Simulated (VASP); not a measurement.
# CdS (Hawleyite) (F-43m) in VASP: further runs

One crystal, CdS (Hawleyite), is run at these levels: PBE; tasks: single point, relaxation of cell and atoms.

All numbers are computed with VASP 6.6.1; they aren't measurements. Logs are shortened: lines on timing, memory, paths and dates and some standing lists are left out, and cuts for length are marked.

## Step 1: The crystal as given

Symmetry: F-43m, No. 216, cubic system. Conventional cell: a = 5.926 Å, b = 5.926 Å, c = 5.926 Å, α = 90.00°, β = 90.00°, γ = 90.00°. Cd (site symmetry -43m) is surrounded by 4 S at 2.57 Å. S (site symmetry -43m) is surrounded by 4 Cd at 2.57 Å.

## Step 2: Single point, PBE

File INCAR:

```
PREC = Accurate ; ENCUT = 520
EDIFF = 1E-6 ; ISMEAR = 0
SIGMA = 0.02 ; LREAL = F
LASPH = T ; NELM = 100
ALGO = Normal ; ISIF = 2
LWAVE = F ; LCHARG = T
GGA = PE ; LELF = T
LVHAR = T ; NBANDS = 16
```

File KPOINTS:

```
Automatic mesh
0
Gamma
  8 8 8
```

File POSCAR:

```
CdS
1.0
    0.0000000000      2.9632113921      2.9632113921
    2.9632113921      0.0000000000      2.9632113921
    2.9632113921      2.9632113921      0.0000000000
Cd S
1 1
Direct
    0.0000000000      0.0000000000      0.0000000000
    0.2500000000      0.2500000000      0.2500000000
```

Potentials or basis: VASP PAW PBE potentials, release 64 (Cd, S).

On the command line:

```console
$ cat potpaw_PBE.64/Cd/POTCAR potpaw_PBE.64/S/POTCAR > POTCAR
$ mpirun -np 1 vasp_std > vasp.out
```

OUTCAR:

```text
PREC = Accurate
   ENCUT = 520
   EDIFF = 1E-6
   ISMEAR = 0
   LREAL = F
   LASPH = T
   NELM = 100
   ISIF = 2
   GGA = PE

 ion  position               nearest neighbor table
   1  0.000  0.000  0.000-   2 2.57   2 2.57   2 2.57   2 2.57
   2  0.250  0.250  0.250-   1 2.57   1 2.57   1 2.57   1 2.57

  LATTYP: Found a face centered cubic cell.
 ALAT       =     5.9264227842

  Lattice vectors:

 A1 = (   0.0000000000,   2.9632113921,   2.9632113921)
 A2 = (   2.9632113921,   0.0000000000,   2.9632113921)
 A3 = (   2.9632113921,   2.9632113921,   0.0000000000)

Analysis of symmetry for initial positions (statically):
=====================================================================
 Subroutine PRICEL returns:
 Original cell was already a primitive cell.

 Routine SETGRP: Setting up the symmetry group for a
 face centered cubic supercell.

 Subroutine GETGRP returns: Found 24 space group operations
 (whereof 24 operations were pure point group operations)
 out of a pool of 48 trial point group operations.

The static configuration has the point symmetry T_d .

Analysis of symmetry for dynamics (positions and initial velocities):
=====================================================================
 Subroutine PRICEL returns:
 Original cell was already a primitive cell.

 Routine SETGRP: Setting up the symmetry group for a
 face centered cubic supercell.

 Subroutine GETGRP returns: Found 24 space group operations
 (whereof 24 operations were pure point group operations)
 out of a pool of 48 trial point group operations.

The dynamic configuration has the point symmetry T_d .

 Subroutine INISYM returns: Found 24 space group operations
 (whereof 24 operations are pure point group operations),
 and found     1 'primitive' translations

----------------------------------------------------------------------------------------

                                     Primitive cell

  volume of cell :      52.0377

  direct lattice vectors                    reciprocal lattice vectors
     0.000000000  2.963211392  2.963211392    -0.168735852  0.168735852  0.168735852
     2.963211392  0.000000000  2.963211392     0.168735852 -0.168735852  0.168735852
     2.963211392  2.963211392  0.000000000     0.168735852  0.168735852 -0.168735852

  length of vectors
     4.190613739  4.190613739  4.190613739     0.292259069  0.292259069  0.292259069

  position of ions in fractional coordinates (direct lattice)
     0.000000000  0.000000000  0.000000000
     0.250000000  0.250000000  0.250000000

  ion indices of the primitive-cell ions
   primitive index   ion index
                 1           1
                 2           2

----------------------------------------------------------------------------------------

 KPOINTS: Automatic mesh

Automatic generation of k-mesh.
 Grid dimensions read from file:
 generate k-points for:    8    8    8

 Generating k-lattice:

  Cartesian coordinates                     Fractional coordinates (reciprocal lattice)
    -0.021091982  0.021091982  0.021091982     0.125000000  0.000000000  0.000000000
     0.021091982 -0.021091982  0.021091982     0.000000000  0.125000000  0.000000000
     0.021091982  0.021091982 -0.021091982     0.000000000  0.000000000  0.125000000

  Length of vectors
     0.036532384  0.036532384  0.036532384

  Shift w.r.t. Gamma in fractional coordinates (k-lattice)
     0.000000000  0.000000000  0.000000000

 Subroutine IBZKPT returns following result:
 ===========================================

 Found     29 irreducible k-points:

 Following reciprocal coordinates:
            Coordinates               Weight
  0.000000  0.000000  0.000000      1.000000
  0.125000  0.000000  0.000000      8.000000
  0.250000  0.000000  0.000000      8.000000
  0.375000  0.000000  0.000000      8.000000
  0.500000  0.000000  0.000000      4.000000
  0.125000  0.125000  0.000000      6.000000
[... 16 lines left out ...]
  0.500000  0.250000  0.125000     48.000000
 -0.375000  0.250000  0.125000     24.000000
 [... further k-points ...]
   k-points           NKPTS =     29   k-points in BZ     NKDIM =     29   number of bands    NBANDS=     16
   number of dos      NEDOS =    301   number of ions     NIONS =      2
   total plane-waves  NPLWV =  32768
   dimension x,y,z NGX =    32 NGY =   32 NGZ =   32
   dimension x,y,z NGXF=    64 NGYF=   64 NGZF=   64
   ions per type =               1   1
   NGX,Y,Z   is equivalent  to a cutoff of  12.69, 12.69, 12.69 a.u.
   NGXF,Y,Z  is equivalent  to a cutoff of  25.39, 25.39, 25.39 a.u.
 SYSTEM =  unknown system
   PREC   = accura    normal or accurate (medium, high low for compatibility)
   ISTART =      0    job   : 0-new  1-cont  2-samecut
   ICHARG =      2    charge: 1-file 2-atom 10-const
   ISPIN  =      1    spin polarized calculation?
   LNONCOLLINEAR =      F non collinear calculations
   LSORBIT =      F    spin-orbit coupling
   LASPH  =      T    aspherical Exc in radial PAW
   ENCUT  =  520.0 eV  38.22 Ry    6.18 a.u.   7.79  7.79  7.79*2*pi/ulx,y,z
   NELM   =    100;   NELMIN=  2; NELMDL= -5     # of ELM steps
   EDIFF  = 0.1E-05   stopping-criterion for ELM
   LREAL  =      F    real-space projection
   EDIFFG = 0.1E-04   stopping-criterion for IOM
   NSW    =      0    number of steps for IOM
   IBRION =     -1    ionic relax: 0-MD 1-quasi-New 2-CG
   NFREE  =      0    steps in history (QN), initial steepest desc. (CG)
   ISIF   =      2    stress and relaxation
   ISYM   =      2    0-nonsym 1-usesym 2-fastsym
   POTIM  = 0.5000    time-step for ionic-motion
   TEBEG  =    0.0;   TEEND  =   0.0 temperature during run
   PSTRESS=    0.0 pullay stress
   NELECT =      18.0000    total number of electrons
   NUPDOWN=      -1.0000    fix difference up-down
   EMIN   =  10.00;   EMAX   =-10.00  energy-range for DOS
   EFERMI =   0.00;   METHOD = LEGACY
   ISMEAR =     0;   SIGMA  =   0.02  broadening in eV -4-tet -1-fermi 0-gaus
   EFERMI_NEDOS =   21; number of points for ismear=-14 and -15
   IALGO  =     38    algorithm
   IMIX   =      4    mixing-type and parameters
     AMIX     =   0.40;   BMIX     =  1.00
     AMIX_MAG =   1.60;   BMIX_MAG =  1.00
  volume/ion in A,a.u.               =      26.02       175.58
  Fermi-wavevector in a.u.,A,eV,Ry     =   1.149193  2.171660 17.968465  1.320645
  Thomas-Fermi vector in A             =   2.285864
   LORBIT       =      0    0 simple, 1 ext, 2 COOP (PROOUT), +10 PAW based schemes
   GGA     = PE    functional components
   LHFCALC =     F    Hartree Fock is set to
   AEXX    =    0.0000 exact exchange contribution
   IVDW    =     0    specifies the selected vdW correction
   LEPSILON=     F    determine dielectric tensor
   LRPA    =     F    only Hartree local field effects (RPA)
 non-spin polarized calculation
 Gauss-broadening in eV      SIGMA  =   0.02
  energy-cutoff  :      520.00
  volume of cell :       52.04
 maximum number of plane-waves:      1424
   NGX = 15   NGY = 15   NGZ = 15

 number of electron      18.0000001 magnetization

 Free energy of the ion-electron system (eV)
  ---------------------------------------------------
  ext. energy  EPLUGINS =         0.00000000
  ---------------------------------------------------
  free energy    TOTEN  =        -6.14717201 eV

  energy without entropy =       -6.14717201  energy(sigma->0) =       -6.14717201

 E-fermi :   1.0617     XC(G=0):  -8.9283

 val. band max:        0.9181953226   @ k =   0.0000   0.0000   0.0000
 cond. band min:       1.9619207499   @ k =   0.0000   0.0000   0.0000
 fundamental gap:      1.0437254272
 Fermi energy:         1.0616967120

 k-point     1 :       0.0000    0.0000    0.0000
  band No.  band energies     occupation
      1     -11.1707      2.00000
      2      -6.6503      2.00000
      3      -6.6503      2.00000
      4      -6.6503      2.00000
      5      -6.2329      2.00000
      6      -6.2329      2.00000
[... 8 lines left out ...]
     15      12.3239      0.00000
     16      12.3239      0.00000

 k-point     2 :       0.1250    0.0000    0.0000
  band No.  band energies     occupation
      1     -11.1149      2.00000
      2      -6.6305      2.00000
      3      -6.6305      2.00000
      4      -6.5986      2.00000
      5      -6.2337      2.00000
      6      -6.2337      2.00000
[... 8 lines left out ...]
     15      11.7454      0.00000
     16      12.7145      0.00000

 k-point     3 :       0.2500    0.0000    0.0000
  band No.  band energies     occupation
      1     -10.9795      2.00000
      2      -6.5876      2.00000
      3      -6.5876      2.00000
      4      -6.4192      2.00000
      5      -6.2289      2.00000
      6      -6.2289      2.00000
[... 8 lines left out ...]
     15      11.5129      0.00000
     16      12.1312      0.00000

 k-point     4 :       0.3750    0.0000    0.0000
  band No.  band energies     occupation
      1     -10.8443      2.00000
      2      -6.5546      2.00000
      3      -6.5546      2.00000
      4      -6.2116      2.00000
      5      -6.2116      2.00000
      6      -6.1059      2.00000
[... 8 lines left out ...]
     15      12.3311      0.00000
     16      12.3311      0.00000
[... 324 lines left out ...]
 k-point    22 :       0.3750    0.2500    0.1250
  band No.  band energies     occupation
      1     -10.8802      2.00000
      2      -6.5407      2.00000
      3      -6.5184      2.00000
      4      -6.3627      2.00000
      5      -6.2228      2.00000
      6      -6.1765      2.00000
[... 8 lines left out ...]
     15      12.8235      0.00000
     16      14.6153      0.00000

 k-point    23 :       0.5000    0.2500    0.1250
  band No.  band energies     occupation
      1     -10.7739      2.00000
      2      -6.5095      2.00000
      3      -6.4872      2.00000
      4      -6.2858      2.00000
      5      -6.2031      2.00000
      6      -5.9617      2.00000
[... 8 lines left out ...]
     15      13.5304      0.00000
     16      13.8906      0.00000

 k-point    24 :      -0.3750    0.2500    0.1250
  band No.  band energies     occupation
      1     -10.7304      2.00000
      2      -6.5050      2.00000
      3      -6.4727      2.00000
      4      -6.2534      2.00000
      5      -6.2091      2.00000
      6      -5.7930      2.00000
[... 8 lines left out ...]
     15      13.0886      0.00000
     16      13.9316      0.00000

 [... further k-points ...]

------------------------ aborting loop because EDIFF is reached ----------------------------------------

  FORCE on cell =-STRESS in cart. coord.  units (eV):
  Direction    XX          YY          ZZ          XY          YZ          ZX
  --------------------------------------------------------------------------------------
  -------------------------------------------------------------------------------------
  Total        0.0962643      0.0962643      0.0962643     -0.0000000     -0.0000000      0.0000000
  in kB        2.9638611      2.9638611      2.9638611     -0.0000000     -0.0000000      0.0000000
  external PRESSURE =       2.9638611 kB  Pullay stress =       0.0000000 kB

 VOLUME and BASIS-vectors are now :
 -----------------------------------------------------------------------------
  energy-cutoff  :      520.00
  volume of cell :       52.04
      direct lattice vectors                 reciprocal lattice vectors
     0.000000000  2.963211392  2.963211392    -0.168735852  0.168735852  0.168735852
     2.963211392  0.000000000  2.963211392     0.168735852 -0.168735852  0.168735852
     2.963211392  2.963211392  0.000000000     0.168735852  0.168735852 -0.168735852

 POSITION                                       TOTAL-FORCE (eV/Angst)
 -----------------------------------------------------------------------------------
      0.00000      0.00000      0.00000         0.000000      0.000000      0.000000
      1.48161      1.48161      1.48161        -0.000000     -0.000000     -0.000000
 -----------------------------------------------------------------------------------
    total drift:                               -0.000000     -0.000000     -0.000000

  FREE ENERGIE OF THE ION-ELECTRON SYSTEM (eV)
  ---------------------------------------------------
  free  energy   TOTEN  =        -6.1471720133 eV

  energy  without entropy=       -6.1471720133  energy(sigma->0) =       -6.14717201
```

It took 11 s on 1 thread of Intel Xeon 6975P-C (Granite Rapids), shared host; peak memory 0.18 GiB.

What came out:

```
Free energy            : -6.1472 eV
Pressure               : 0.3 GPa
Band gap on the k mesh : 1.04 eV, direct
```

## Step 3: Relaxation of cell and atoms, PBE

This run uses another cell than the first one, of 24.81 Å³/atom, 0.953 times its volume.

File INCAR:

```
PREC = Accurate
ENCUT = 600
EDIFF = 1E-7
ISMEAR = 0
SIGMA = 0.02
LREAL = F
LASPH = T
NELM = 100
ALGO = Normal
ISIF = 3
LWAVE = F
LCHARG = F
GGA = PE
IBRION = 2
NSW = 100
EDIFFG = -0.005
```

File KPOINTS:

```
regular mesh
0
Gamma
  8 8 8
```

File POSCAR:

```
CdS
1.0
    0.0000000000      2.9165000000      2.9165000000
    2.9165000000      0.0000000000      2.9165000000
    2.9165000000      2.9165000000      0.0000000000
Cd S
1 1
Direct
    0.0000000000      0.0000000000      0.0000000000
    0.2500000000      0.2500000000      0.2500000000
```

Potentials or basis: VASP PAW PBE potentials, release 64 (Cd, S).

On the command line:

```console
$ cat potpaw_PBE.64/Cd/POTCAR potpaw_PBE.64/S/POTCAR > POTCAR
$ mpirun -np 1 vasp_std > vasp.out
```

It took 28 s on 1 thread of Intel Xeon 6975P-C (Granite Rapids), shared host; peak memory 0.22 GiB.

It converged, with:

```yaml
Free_energy: -6.1464 eV
Relaxed_volume: 26.15 Å³/atom
Relaxed_cell: a = 4.197 Å, b = 4.197 Å, c = 4.197 Å, α = 60.00°, β = 60.00°, γ = 60.00°
Space_group_after_relaxing_to_0.05_Å: F-43m (No. 216)
Energy_gained_by_relaxing: 12.6 meV/atom
Ionic_steps: 3
Pressure_after_relaxing: 0.0 GPa
Band_gap_on_the_k_mesh: 1.03 eV, direct
```

Step by step:
| step | energy change (eV) | largest force (eV/Å) | pressure (GPa) | volume (Å³) |
| --- | --- | --- | --- | --- |
| 1 | 0.0000 | 0.0000 | 3.18 | 49.62 |
| 2 | -0.0226 | 0.0000 | -0.91 | 53.23 |
| 3 | -0.0253 | 0.0000 | 0.01 | 52.29 |

Final structure:
```
Cd S
1.0
     0.00000    2.96803    2.96803
     2.96803    0.00000    2.96803
     2.96803    2.96803    0.00000
Cd S
1 1
Direct
  0.00000 0.00000 0.00000
  0.25000 0.25000 0.25000
```

Levels at points of the mesh, in eV from the valence-band top:
| k point | band 6 | band 7 | band 8 | band 9 | band 10 | band 11 | band 12 | band 13 |
| --- | --- | --- | --- | --- | --- | --- | --- | --- |
| (0.00, 0.00, 0.00) | -7.14 | 0.00 | 0.00 | 0.00 | 1.03 | 6.55 | 6.55 | 6.55 |
| (0.50, 0.00, 0.00) | -6.81 | -4.09 | -0.68 | -0.68 | 2.93 | 7.00 | 7.00 | 7.32 |
| (0.50, 0.50, 0.00) | -6.75 | -3.73 | -1.70 | -1.70 | 3.64 | 4.27 | 9.02 | 10.47 |

PBE usually gives volumes a little too large and moduli too small. Zero-point motion and thermal expansion aren't in these numbers.

## Step 4: Single point, PBE, non-collinear spin, zero start, spin-orbit coupling

File INCAR:

```
SYSTEM = CdS
ALGO = Normal
EDIFF = 1E-7
ENCUT = 520
GGA = PE
GGA_COMPAT = .False.
ISIF = 2
ISMEAR = 0
LASPH = .True.
LCHARG = .True.
LNONCOLLINEAR = .True.
LORBIT = 11
LORBMOM = .True.
LREAL = .False.
LSORBIT = .True.
LVHAR = .True.
LWAVE = .False.
MAGMOM = 0 0 0 0 0 0
NBANDS = 30
NELM = 150
PREC = Accurate
SIGMA = 0.02
```

File KPOINTS:

```
k-points
0
Gamma
  8 8 8
  0 0 0
```

File POSCAR:

```
CdS
1.0
    0.0000000000      2.9632113921      2.9632113921
    2.9632113921      0.0000000000      2.9632113921
    2.9632113921      2.9632113921      0.0000000000
Cd S
1 1
Direct
    0.0000000000      0.0000000000      0.0000000000
    0.2500000000      0.2500000000      0.2500000000
```

On the command line:

```console
$ cat potpaw_PBE.64/Cd/POTCAR potpaw_PBE.64/S/POTCAR > POTCAR
$ mpirun -np 1 vasp_ncl > vasp.out
```

It took 72 s on 1 thread of Intel Xeon 6975P-C (Granite Rapids), shared host; peak memory 0.35 GiB.

Results (log left out):

| Quantity | Value |
| --- | --- |
| Free energy | -6.1760 eV |
| Pressure | 0.3 GPa |
| Net moment | 0.00 μB per cell |
| Valence electrons inside the program's atomic spheres | Cd 10.28; S 3.71 |

Moments on the atoms (μB; x, y, z):
```
Cd  0.00 0.00 0.00
S   0.00 0.00 0.00
```

## Step 5: The runs side by side

```csv
task,spin,cell,cutoff (eV),gap on the mesh (eV),pressure (GPa)
single point,off,"F-43m, 26.02 Å³/atom",520,1.04,0.3
relaxation of cell and atoms,off,relaxed,600,1.03,0.0
single point,"non-collinear, zero start, SOC","F-43m, 26.02 Å³/atom",520,-,0.3
```

Alike in all rows: level PBE; potentials or basis VASP PAW PBE potentials, release 64 (Cd, S); k mesh 8 × 8 × 8; smearing gaussian 0.02 eV.

Absolute energies hang on the potentials; compare differences alone.
